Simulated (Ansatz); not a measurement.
In under changes of volume

One of the cells (26.144 Å³/atom); the others are scaled copies at fixed shape and fractional positions:

```
CELL_PARAMETERS angstrom
-1.62547 1.62547 2.47370
1.62547 -1.62547 2.47370
1.62547 1.62547 -2.47370
ATOMIC_POSITIONS crystal
In 0.00000 0.00000 0.00000
```

| Property | Result |
| --- | --- |
| Program | Ansatz 0.2.0 |
| Functional | PBE |
| Potentials or basis | Ansatz PAW |
| Cutoff | 420 eV (not typed: the program's choice for these potentials) |
| k mesh | 11 × 11 × 11 |
| Occupations | fermi-dirac, width 0.05 eV |
| Spin | no spin polarisation |

```tsv
volume (Å³/atom)	energy over the lowest point (meV/atom)	pressure (GPa)
24.575	?	?
25.098	27.57	4.1
25.621	16.14	3.0
26.144	8.02	2.0
26.666	2.84	1.2
27.189	0.26	0.4
27.712	0.00	-0.2
```

Q: What does the run at 24.575 Å³/atom give?

A: Energy over the lowest point 42.77 meV/atom; pressure 5.3 GPa.

Worked out: A Birch-Murnaghan fit of order 3 (a polynomial in V^(-2/3)) to the other rows has its minimum at 27.51 Å³/atom with B0 = V·E''(V) = 35 GPa and B' = 5.2 at fixed shape and positions, which overstates the stiffness. It gives 42.72 meV/atom at 24.575 Å³/atom, against the run's 42.77, and -dE/dV = 5.3 GPa, against 5.3.

Energies are extrapolated to zero smearing.
